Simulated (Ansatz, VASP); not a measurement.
**One calculation of In, two programs**

File INCAR:

```
PREC = Accurate
ENCUT = 520
EDIFF = 1E-7
ISMEAR = 0
SIGMA = 0.1
LREAL = False
LASPH = True
NELM = 100
ALGO = Normal
ISIF = 2
LWAVE = False
LCHARG = False
GGA = PE
NBANDS = 26
```

The input KPOINTS:

```
Automatic mesh
0
Gamma
  6 6 6
```

POSCAR

```
In
1.0
    1.6696368166      0.9639652655      8.2074632500
   -1.6696368166      0.9639652655      8.2074632500
    0.0000000000     -1.9279305310      8.2074632500
In
3
Direct
    0.0000000000      0.0000000000      0.0000000000
    0.7780122400      0.7780122400      0.7780122400
    0.2219877600      0.2219877600      0.2219877600
```

Input for Ansatz:

```yaml
crystal:
  lattice:
    - [1.6696368166, 0.9639652655, 8.20746325]
    - [-1.6696368166, 0.9639652655, 8.20746325]
    - [0.0, -1.927930531, 8.20746325]
  atoms:
    - { symbol: In, position: [0.0, 0.0, 0.0] }
    - { symbol: In, position: [0.77801224, 0.77801224, 0.77801224] }
    - { symbol: In, position: [0.22198776, 0.22198776, 0.22198776] }
basis:
  ecutwfc: 420
kpoints:
  mp_grid: { grid: [6, 6, 6] }
hamiltonian:
  xc: pbe
scf:
  occupations: { method: gaussian, width: 0.1 }
  lower_state_search: "off"
output:
  forces: true
  stress: true
  eigenvalues: true
```

Alike in both runs: task single point; functional PBE; k mesh 6 × 6 × 6; occupations gaussian, width 0.1 eV; no spin polarisation.

```csv
,VASP,Ansatz
version,VASP 6.6.1,Ansatz 0.2.0
potentials or method,"VASP PAW PBE potentials, release 64 (In_d)","scalar-relativistic, plane waves, PAW"
plane-wave cutoff (eV),520,420
valence electrons in the cell,39,39
```

```csv
,VASP,Ansatz,Ansatz less VASP
gap on the k mesh at the Fermi level (eV),none,none,-
pressure (GPa),1.4,1.4,+0.04
largest component of the traceless stress (GPa),0.94,0.94,+0.002
rms of the force components (eV/Å),0.006,0.006,+0.0002
```

Atom by atom the forces differ by 0.000 eV/Å (rms over components). A gap of «none» marks a metal or a gap that the smearing closes. The functional is the same, so the differences come from potentials, cutoffs and numerics.

Caveats: the k mesh is coarse (spacing up to 0.36 Å⁻¹), so the values aren't converged.
